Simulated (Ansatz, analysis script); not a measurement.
```xyz
1
Lattice="2.867 0.000 0.000 0.000 2.867 0.000 0.000 0.000 14.000" Properties=species:S:1:pos:R:3 subject="Free-standing square Cr monolayer, spacing 2.867 Å: anisotropy, cost against accuracy" method="PBE with U = 2 eV on Cr d, PAW (library files); spinors with self-consistent spin–orbit coupling, one run a direction (and 4 further levels or steps)" program="Ansatz 0.2.0 and analysis script 1" settings_of_one_run="cutoff 420 eV, 10×10×1 k-mesh, Fermi-Dirac occupations, smearing width 0.1 eV, starting moments 4.34 μB" cost="12 runs, 5.8 min in all on 1 thread of Arm Neoverse V2, shared host (the runs of this entry)" notes="The program’s warnings: filled band counts differ across k points. The mesh is coarse for a state with partly filled levels, so small values and close rankings are not settled. All of this holds for the ferromagnetic order, the only one run; whether the real compound orders so is not tested. The cell was taken as built, with atoms unrelaxed." easy_direction_among_those_tried_spin_orbit_part="normal" lowest_direction_with_point_dipoles_added="in plane, along a and in plane, across a" hardest_less_easiest_direction_mesh_10x10x1="0.0517 meV a cell of 1 atom" orbital_moment_of_cr_no_1_along_its_axis_moments_normal="-0.006 μB"
Cr    0.000    0.000    7.000
```

[Logs and program files are shortened in this print: banners, set-up blocks, solver, clock and traceback lines can be left out without a mark of their own.]

[Logs are printed without paths, hosts, clocks, repeated set-up lines and the standing remarks that a program may print on its own settings, such as how far it seeks lower states.]

[Hosts, paths, dates, database ids (printed as entryN), source tags and the programs' standing remarks are cut or masked in the printed files.]
